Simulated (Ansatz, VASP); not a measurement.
## Two plane-wave programs on Sb

INCAR

```
SYSTEM = Sb
ALGO     = Normal         ! electronic algorithm
EDIFF    = 1E-6           ! SCF threshold, eV
ENCUT    = 520            ! plane-wave cutoff, eV
GGA      = PE             ! functional
ISIF     = 2              ! what is computed and relaxed
ISMEAR   = 0              ! smearing method
LASPH    = .TRUE.         ! aspherical terms in the spheres
LCHARG   = .FALSE.        ! write CHGCAR
LREAL    = .FALSE.        ! projectors in reciprocal space
LWAVE    = .FALSE.        ! write WAVECAR
NBANDS   = 8              ! bands
NELM     = 100            ! most SCF steps
PREC     = Accurate       ! precision mode
SIGMA    = 0.017          ! smearing width, eV
```

KPOINTS

```
k-points
0
G
  10 10 10
  0 0 0
```

The input POSCAR:

```
Sb
1.0
    0.0000000000      2.3712425216      2.3712425216
    2.3712425216      0.0000000000      2.3712425216
    2.3712425216      2.3712425216      0.0000000000
Sb
1
Direct
    0.0000000000      0.0000000000      0.0000000000
```

The input input.yaml:

```yaml
crystal:
  lattice:
    - [0.0, 2.3712425216, 2.3712425216]
    - [2.3712425216, 0.0, 2.3712425216]
    - [2.3712425216, 2.3712425216, 0.0]
  atoms:
    - { symbol: Sb, position: [0.0, 0.0, 0.0] }
hamiltonian:
  xc: pbe
  pseudopotentials: { kind: paw }
kpoints:
  mp_grid: { grid: [10, 10, 10] }
scf:
  occupations: { method: gaussian, width: 0.017 }
output:
  forces: true
  stress: true
  eigenvalues: true
  write_density: true
  write_potential: true
  elf: true
  volumetric_format: npy
```

This isn't the form of Sb at room conditions, which is rhombohedral.

Alike in both runs: task single point; functional PBE; k mesh 10 × 10 × 10; occupations gaussian, width 0.017 eV; no spin polarisation.

|  | VASP | Ansatz |
| --- | --- | --- |
| version | VASP 6.6.1 | Ansatz 0.2.0 |
| potentials or method | VASP PAW PBE potentials, release 64 (Sb) | Ansatz PAW |
| plane-wave cutoff (eV) | 520 | 420 |
| valence electrons in the cell | 5 | 15 |

```csv
,VASP,Ansatz,Ansatz less VASP
gap on the k mesh at the Fermi level (eV),none,none,-
pressure (GPa),1.8,2.0,+0.17
```

A gap of «none» marks a metal or a gap that the smearing closes. With one functional, cell and mesh, what is left measures potentials, basis and numerics. The two sets of potentials don't hold the same shells in valence.

Spin-orbit coupling is left out, which matters for the levels of Sb.
